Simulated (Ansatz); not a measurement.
# Ni (fcc type): the cost of one run

Method: DFT, PBE, PAW with Ansatz's default frozen-core files, scalar-relativistic, in Ansatz 0.2.0.

**1. Starting point**

It takes space group Fm-3m (No. 225, cubic). Conventional cell: a = 3.519 Å, b = 3.519 Å, c = 3.519 Å, α = 90.00°, β = 90.00°, γ = 90.00°. Ni (site symmetry m-3m) has 12 Ni at 2.49 Å as nearest neighbours.

Coordinates:

```
CELL_PARAMETERS angstrom
0.00000 1.75970 1.75970
1.75970 0.00000 1.75970
1.75970 1.75970 0.00000
ATOMIC_POSITIONS crystal
Ni 0.00000 0.00000 0.00000
```

**2. Cell relaxed at zero pressure, PAW**

The input, input.yaml:

```yaml
crystal:
  lattice:
    - [0.0, 1.7597012234, 1.7597012234]
    - [1.7597012234, 0.0, 1.7597012234]
    - [1.7597012234, 1.7597012234, 0.0]
  atoms:
    - { symbol: Ni, position: [0.0, 0.0, 0.0], spin: 1.0 }
magnetization:
  spin_polarized: true
kpoints:
  mp_grid: { grid: [19, 19, 19] }
scf:
  occupations: { method: fermi_dirac, width: 0.08 }
hamiltonian:
  xc: pbe
  pseudopotentials: { kind: paw }
output:
  forces: true
  stress: true
relax:
  f_tol: 0.005
  max_steps: 40
  cell: {}
```

Run with:

```sh
$ ansatz run input.yaml --threads 2 --pin off --max-ram 7168MiB --backend cpu --events-out ev --progress --plain --runs-dir out
```

**Question.** How long does this run take on 2 threads of Arm Neoverse V1, shared host, and how much memory does it need?

About 12 s, with a peak of 0.32 GiB.
